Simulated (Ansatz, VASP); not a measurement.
One calculation of MgO, two programs

File INCAR:

```
PREC = Accurate ; ENCUT = 520
EDIFF = 1E-7 ; ISMEAR = 0
SIGMA = 0.05 ; LREAL = F
LASPH = T ; NELM = 60
ALGO = Normal ; ISIF = 2
LWAVE = F ; LCHARG = F
GGA = PS ; NBANDS = 11
```

Contents of KPOINTS:

```
regular mesh
0
Gamma
  14 14 14
```

Contents of POSCAR:

```
MgO
1.0
    2.6678129662      0.0000000000      0.0000000000
    0.0000000000      2.6678129662      0.0000000000
    0.0000000000      0.0000000000      2.6678129662
Mg O
1 1
Direct
    0.0000000000      0.0000000000      0.0000000000
    0.5000000000      0.5000000000      0.5000000000
```

Input for Ansatz:

```yaml
crystal:
  lattice:
    - [2.6678129662, 0.0, 0.0]
    - [0.0, 2.6678129662, 0.0]
    - [0.0, 0.0, 2.6678129662]
  atoms:
    - { symbol: Mg, position: [0.0, 0.0, 0.0] }
    - { symbol: O, position: [0.5, 0.5, 0.5] }
basis:
  ecutwfc: 420
  ecutrho_ratio: 4
kpoints:
  mp_grid: { grid: [14, 14, 14] }
hamiltonian:
  xc: pbesol
scf:
  occupations: { method: gaussian, width: 0.05 }
output:
  forces: true
  stress: true
  eigenvalues: true
```

Alike in both runs: task single point; functional PBEsol; k mesh 14 × 14 × 14; occupations gaussian, width 0.05 eV; no spin polarisation.

```csv
,VASP,Ansatz
version,VASP 6.6.1,Ansatz 0.2.0
potentials or method,"VASP PAW PBE potentials, release 64 (Mg, O)","scalar-relativistic, plane waves, PAW"
plane-wave cutoff (eV),520,420
valence electrons in the cell,8,16
```

Ansatz gave:

| Property | Result |
| --- | --- |
| gap on the k mesh at the Fermi level (eV) | 2.13 |
| least direct gap on the mesh (eV) | 3.10 |
| pressure (GPa) | -5.3 |

Q: Which values does VASP return?

A: gap on the k mesh at the Fermi level (eV): 2.13; least direct gap on the mesh (eV): 3.10; pressure (GPa): -5.9.

The functional is the same, so the differences come from potentials, cutoffs and numerics. The two sets of potentials don't hold the same shells in valence.

Caveats: the PAW data sets were made with another functional, which shifts forces and pressure a little (VASP). A k mesh can miss the band edges.
